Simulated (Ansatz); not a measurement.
Something may be wrong with this Ansatz 0.2.0 calculation of Ni.

Contents of input.yaml:

```yaml
crystal:
  lattice:
    - [-1.2845276549, 1.2845276549, 1.2845276549]
    - [1.2845276549, -1.2845276549, 1.2845276549]
    - [1.2845276549, 1.2845276549, -1.2845276549]
  atoms:
    - { symbol: ni, position: [0.0, 0.0, 0.0], spin: 0.97, spin_axis: [0.313513, 0.836379, -0.449644] }
kpoints:
  mp_grid: { grid: [10, 10, 10] }
scf:
  occupations: { method: gaussian, width: 0.1 }
  max_iter: 60
hamiltonian:
  xc: pbe
  dispersion: d4
  pseudopotentials: { kind: all_electron, lapw: { basis_error: 0.001 } }
  hubbard:
    sites: [{ species: Ni, l: d, u_eff: 3.5 }]
    double_counting: fll
    projectors: ortho-atomic
magnetization:
  noncollinear: true
output:
  forces: true
  stress: true
  eigenvalues: true
  dos: { projected: false, de: 0.2, e_range: [-20, 10] }
  hubbard: {}
```

Potentials or basis: all-electron LAPW, scalar-relativistic.

Launch:

```bash
$ ansatz run input.yaml --threads 2 --pin off --max-ram 6144MiB --backend cpu --events-out ev --progress --plain --runs-dir out
```

Output:

```text
Error: YAML parse error: error: line 7 column 17: `ni` is not an element symbol (H … Og, case-exact)
 --> <input>:7:17
  |
5 |     - [1.2845276549, 1.2845276549, -1.2845276549]
6 |   atoms:
7 |     - { symbol: ni, position: [0.0, 0.0, 0.0], spin: 0.97, spin_axis: [0.313513, …
  |                 ^ `ni` is not an element symbol (H … Og, case-exact)
8 | kpoints:
9 |   mp_grid: { grid: [10, 10, 10] }
  |
```

Problem. Diagnose the run.

Solution. The program refused the input. The input holds a flaw that was put in on purpose: an unknown element (crystal.atoms[0].symbol = ni).
